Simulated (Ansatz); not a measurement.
TiB$_{2}$: pressure against volume

TiB$_{2}$, P6/mmm, a = 3.032 Å, c = 3.224 Å. The structure is a COD entry; whether it is the stable form wasn't checked. Ansatz: PBE, PAW, 420 eV, Γ-centred 18×18×14 mesh on 3 atoms, Gaussian smearing 0.10 eV; no spin polarisation. Shape and atoms are relaxed at each volume; pressure is positive in compression.

```tsv
V (Å³/atom)	P (GPa)
8.042	?
8.299	8.13
8.555	0.04
8.812	-6.95
9.069	-12.98
```

Q: Take V0 = 8.555 Å³/atom, count pressures from its P0 = 0.04 GPa, fit the third-order Birch–Murnaghan form to the other rows, and predict the missing pressure.

A: With the Eulerian strain f = ½[(V0/V)^(2/3) − 1] and y = (P − P0)/[3f(1 + 2f)^(5/2)], the form is the line y = B0 + 1.5 B0 (B0′ − 4) f. Rows (f, y): 0.01023, 250.6; -0.00977, 250.5; -0.01908, 250.7. Means f = -0.006207, y = 250.60; Σ(Δf)² = 0.0004486, ΣΔfΔy = -0.0009310; the slope is their ratio. y = 250.6 − 2.075 f GPa, so B0 = 250.6 GPa and B0′ = 4 + 2 × (-2.075)/(3 × 250.6) = 3.99. At V = 8.042, f = 0.02104, y = 250.56 and P = 17.57 GPa. The run gave 17.53 GPa, so the fit is 0.04 GPa too high, a small miss on the scale of the series. The form still works here, 33 % of the fitted range beyond its end.